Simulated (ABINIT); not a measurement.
A run of ABINIT 10.8.3 (patched build) is set up as follows.

Contents of run.abi:

```
# Pseudopotentials
pp_dirpath "./"
pseudos "Ag.upf"

# Structure
acell 2.93 2.93 4.79 Angstrom
rprim
     1.0000000000     0.0000000000     0.0000000000
    -0.5000000000     0.8660254038     0.0000000000
     0.0000000000     0.0000000000     1.0000000000
ntypat 1
znucl 47
natom 2
typat 1 1
xcart
     1.4650000001     0.8458181443     3.5925000000
    -0.0000000001     1.6916362888     1.1975000000 Angstrom

# Plane-wave basis
ecut 40.0

# k points
kptopt 1
ngkpt 8 8 4
nshiftk 1
shiftk 0.0 0.0 0.0

# Exchange and correlation
ixc 7

# Bands and occupations
nband 23
occopt 3
tsmear 0.00183747

# SCF cycle
nstep 100
tolvrs 1.0e-10

# Output
iomode 3
prtwf 0
prtden 0
prteig 0
prtebands 0
enunit 2
```

Potentials or basis: PseudoDojo NC SR LDA v0.4.1 standard.

Launch:

```sh
$ mpirun --bind-to none -np 4 abinit run.abi > log 2>&1
```

Problem. Predict the pressure.

Solution. -10.7 GPa.

Problem. Estimate the band gap on the k mesh.

Solution. None (metal or under the smearing width).

Stress tensor (GPa, compression positive):
```
-10.27   0.00   0.00
  0.00 -10.27   0.00
  0.00   0.00 -11.63
```
